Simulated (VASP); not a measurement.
Wanted: the native input for a VASP 6.6.1 run.

| Item | Value |
| --- | --- |
| Task | band structure |
| Functional | r2SCAN |
| Potentials or basis | VASP PAW PBE potentials, release 64 (S, Zr_sv) |
| Cutoff | 520 eV |
| k mesh | 9 × 9 × 1 |
| Occupations | gaussian, width 0.03 eV |
| Spin | no spin polarisation |
| Dipole correction | yes |
| Further INCAR settings | ALGO = All; EDIFF = 1e-06; NBANDS = 33 |

The structure of ZrS2 lies in POSCAR:

```
ZrS2                                    
1.0
    3.6403333320     -0.0000000001      0.0000000000
   -1.8201666612      3.1526211406      0.0000000000
    0.0000000000      0.0000000000     26.9155419100
  S               Zr            
     4     2
Direct
     0.6666666699999979    0.3333333400000029    0.3388094538365256
     0.3333333300000021    0.6666666599999971    0.4473772933775485
     0.6666666699999979    0.3333333400000029    0.5526227066224515
     0.3333333300000021    0.6666666599999971    0.6611905461634744
     1.0000000000000000    1.0000000000000000    0.3931476996580518
     1.0000000000000000    1.0000000000000000    0.6068523003419481
```

The input as run:

INCAR

```
SYSTEM = ZrS2
ALGO     = All            ! electronic algorithm
AMIN     = 0.01         
DIPOL    = 0.5 0.5 0.500
EDIFF    = 1E-6           ! SCF threshold, eV
ENCUT    = 520            ! plane-wave cutoff, eV
IDIPOL   = 3            
ISIF     = 2              ! what is computed and relaxed
ISMEAR   = 0              ! smearing method
KPAR     = 2            
LASPH    = .TRUE.         ! aspherical terms in the spheres
LCHARG   = .FALSE.        ! write CHGCAR
LDIPOL   = .TRUE.       
LMAXMIX  = 4              ! l up to which the mixer works
LMIXTAU  = .TRUE.       
LREAL    = .FALSE.        ! projectors in reciprocal space
LVACPOTAV= .TRUE.       
LVHAR    = .TRUE.       
LWAVE    = .FALSE.        ! write WAVECAR
METAGGA  = R2SCAN         ! meta-GGA
NBANDS   = 33             ! bands
NELM     = 120            ! most SCF steps
PREC     = Accurate       ! precision mode
SIGMA    = 0.03           ! smearing width, eV
```

KPOINTS

```
k-points
0
G
  9 9 1
  0 0 0
```

KPOINTS_OPT

```
explicit points
67
Reciprocal
 0.0000000000  0.0000000000  0.0000000000 1
 0.0357142900  0.0000000000  0.0000000000 1
 0.0714285700  0.0000000000  0.0000000000 1
 0.1071428600  0.0000000000  0.0000000000 1
 0.1428571400  0.0000000000  0.0000000000 1
 0.1785714300  0.0000000000  0.0000000000 1
 0.2142857100  0.0000000000  0.0000000000 1
 0.2500000000  0.0000000000  0.0000000000 1
 0.2857142900  0.0000000000  0.0000000000 1
 0.3214285700  0.0000000000  0.0000000000 1
 0.3571428600  0.0000000000  0.0000000000 1
 0.3928571400  0.0000000000  0.0000000000 1
 0.4285714300  0.0000000000  0.0000000000 1
 0.4642857100  0.0000000000  0.0000000000 1
 0.5000000000  0.0000000000  0.0000000000 1
 0.4791666700  0.0416666700  0.0000000000 1
 0.4583333300  0.0833333300  0.0000000000 1
 0.4375000000  0.1250000000  0.0000000000 1
 0.4166666700  0.1666666700  0.0000000000 1
 0.3958333300  0.2083333300  0.0000000000 1
 0.3750000000  0.2500000000  0.0000000000 1
 0.3541666700  0.2916666700  0.0000000000 1
 0.3333333300  0.3333333300  0.0000000000 1
 0.3137254900  0.3137254900  0.0000000000 1
 0.2941176500  0.2941176500  0.0000000000 1
 0.2745098000  0.2745098000  0.0000000000 1
 0.2549019600  0.2549019600  0.0000000000 1
 0.2352941200  0.2352941200  0.0000000000 1
 0.2156862700  0.2156862700  0.0000000000 1
 0.1960784300  0.1960784300  0.0000000000 1
 0.1764705900  0.1764705900  0.0000000000 1
 0.1568627500  0.1568627500  0.0000000000 1
 0.1372549000  0.1372549000  0.0000000000 1
 0.1176470600  0.1176470600  0.0000000000 1
 0.0980392200  0.0980392200  0.0000000000 1
 0.0784313700  0.0784313700  0.0000000000 1
 0.0588235300  0.0588235300  0.0000000000 1
 0.0392156900  0.0392156900  0.0000000000 1
 0.0196078400  0.0196078400  0.0000000000 1
 0.0000000000  0.0000000000  0.0000000000 1
 0.0000000000  0.0000000000  0.0000000000 1
 0.0070500200 -0.0035250100  0.0000000000 1
-0.0070500200  0.0035250100  0.0000000000 1
 0.0205625600 -0.0102812800  0.0000000000 1
-0.0205625600  0.0102812800  0.0000000000 1
 0.0000000000  0.0061055000  0.0000000000 1
-0.0000000000 -0.0061055000  0.0000000000 1
 0.0000000000  0.0178077000  0.0000000000 1
-0.0000000000 -0.0178077000  0.0000000000 1
 0.5000000000  0.0000000000  0.0000000000 1
 0.5070500200 -0.0035250100  0.0000000000 1
 0.4929499800  0.0035250100  0.0000000000 1
 0.5205625600 -0.0102812800  0.0000000000 1
 0.4794374400  0.0102812800  0.0000000000 1
 0.5000000000  0.0061055000  0.0000000000 1
 0.5000000000 -0.0061055000  0.0000000000 1
 0.5000000000  0.0178077000  0.0000000000 1
 0.5000000000 -0.0178077000  0.0000000000 1
 0.3333333300  0.3333333300  0.0000000000 1
 0.3403833500  0.3298083200  0.0000000000 1
 0.3262833100  0.3368583400  0.0000000000 1
 0.3538958900  0.3230520500  0.0000000000 1
 0.3127707700  0.3436146100  0.0000000000 1
 0.3333333300  0.3394388300  0.0000000000 1
 0.3333333300  0.3272278300  0.0000000000 1
 0.3333333300  0.3511410300  0.0000000000 1
 0.3333333300  0.3155256300  0.0000000000 1
```

Potentials or basis: VASP PAW PBE potentials, release 64 (S, Zr_sv).

Command:

```console
$ cat potpaw_PBE.64/S/POTCAR potpaw_PBE.64/Zr_sv/POTCAR > POTCAR
$ mpirun -np 2 vasp_std > vasp.out
```

Results of the run:

- Largest force: 0.128 eV/Å
- Band gap on the k mesh: 1.36 eV, indirect (least direct gap 1.98 eV)
- Band gap along the path: 1.33 eV, indirect (least direct gap 1.98 eV)
- Ionisation potential of the upper face: 6.70 eV

Caveat: the PAW data sets were made with another functional, which shifts forces and pressure a little.

It took 12 min on 2 MPI ranks on Intel(R) Xeon(R) 6975P-C (Granite Rapids), with other jobs on the host, peak memory 0.64 GiB a rank.
